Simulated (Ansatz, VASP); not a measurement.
# Zn: VASP beside Ansatz

Contents of INCAR:

```
SYSTEM = Zn
PREC = Accurate
ENCUT = 520
EDIFF = 1E-6
ISMEAR = -1
SIGMA = 0.05
LREAL = .FALSE.
LASPH = .TRUE.
NELM = 100
ALGO = Normal
ISIF = 2
LWAVE = .FALSE.
LCHARG = .FALSE.
GGA = PS
NBANDS = 12
```

The input KPOINTS:

```
Automatic mesh
0
G
  19 19 19
  0 0 0
```

Contents of POSCAR:

```
Zn
1.0
   -1.4779187739      1.4779187739      1.4779187739
    1.4779187739     -1.4779187739      1.4779187739
    1.4779187739      1.4779187739     -1.4779187739
Zn
1
Direct
    0.0000000000      0.0000000000      0.0000000000
```

Input for Ansatz:

```yaml
crystal:
  lattice:
    - [-1.4779187739, 1.4779187739, 1.4779187739]
    - [1.4779187739, -1.4779187739, 1.4779187739]
    - [1.4779187739, 1.4779187739, -1.4779187739]
  atoms:
    - { symbol: Zn, position: [0.0, 0.0, 0.0] }
kpoints:
  mp_grid: { grid: [19, 19, 19] }
scf:
  occupations: { method: fermi_dirac, width: 0.05 }
hamiltonian:
  xc: pbesol
  pseudopotentials: { kind: all_electron, lapw: { basis_error: 0.001 } }
output:
  forces: true
  stress: true
  eigenvalues: true
  populations: true
```

Change from the starting cell: volume scaled by 0.9, LAPW.

Alike in both runs: task single point; functional PBEsol; k mesh 19 × 19 × 19; occupations fermi-dirac, width 0.05 eV; no spin polarisation.

|  | VASP | Ansatz |
| --- | --- | --- |
| version | VASP 6.6.1 | Ansatz 0.2.0 |
| potentials or method | VASP PAW PBE potentials, release 64 (Zn) | all-electron LAPW, scalar-relativistic |
| plane-wave cutoff (eV) | 520 | see its input |

Ansatz gave:

| Quantity | Value |
| --- | --- |
| pressure (GPa) | 11.3 |

Task: Which values does VASP return?

Result: Pressure (GPa): 11.9.

Ansatz ran all-electron here, so the differences hold the error of VASP's frozen core and of both bases.

Caveats: the PAW data sets were made with another functional, which shifts forces and pressure a little (VASP).
